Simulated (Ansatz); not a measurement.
Before relaxation, H put at a top Al site (Al, Fm-3m (No. 225), (1 1 0) face):

```
CELL_PARAMETERS angstrom
2.83943 0.00000 0.00000
0.00000 4.01556 0.00000
0.00000 0.00000 26.09857
ATOMIC_POSITIONS crystal
Al 0.50000 0.50000 0.32569
Al 0.00000 0.00000 0.38009
Al 0.50000 0.50000 0.43448
Al 0.00000 0.00000 0.48632
Al 0.50000 0.50000 0.54312
Al 0.00000 0.00000 0.59141
H 0.00000 0.00000 0.64965
```

All numbers below come from Ansatz, DFT PBEsol, scalar-relativistic, plane waves, PAW. Settings: cutoff 420 eV, Γ-centred mesh 10×7×1 on the computed 7-atom cell, Gaussian smearing of 0.10 eV; no spin polarisation. The cell repeats along c with a dipole correction in the vacuum.

Atoms 1, 2, 3 (counted from 1) are held. The cell is fixed. Force threshold 0.03 eV/Å.

Q: Where does it end?

A: The energy falls by 0.094 eV in 4 steps, to:

```yaml
crystal:
  lattice:
    - [2.83943, 0.00000, 0.00000]
    - [0.00000, 4.01556, 0.00000]
    - [0.00000, 0.00000, 26.09857]
  atoms:
    - { symbol: Al, position: [0.50000, 0.50000, 0.32569] }
    - { symbol: Al, position: [0.00000, 0.00000, 0.38009] }
    - { symbol: Al, position: [0.50000, 0.50000, 0.43448] }
    - { symbol: Al, position: [0.00000, 0.00000, 0.48908] }
    - { symbol: Al, position: [0.50000, 0.50000, 0.54825] }
    - { symbol: Al, position: [0.00000, 0.00000, 0.60042] }
    - { symbol: H, position: [0.00000, 0.00000, 0.66194] }
```

The end is the local minimum or symmetric point that this start leads to. The slab is only 7.1 Å thick, so the energy isn't converged with thickness.

Cost: 1 run of about 0.59 core-minutes, on Intel Xeon 6975P-C (Granite Rapids) (shared hosts).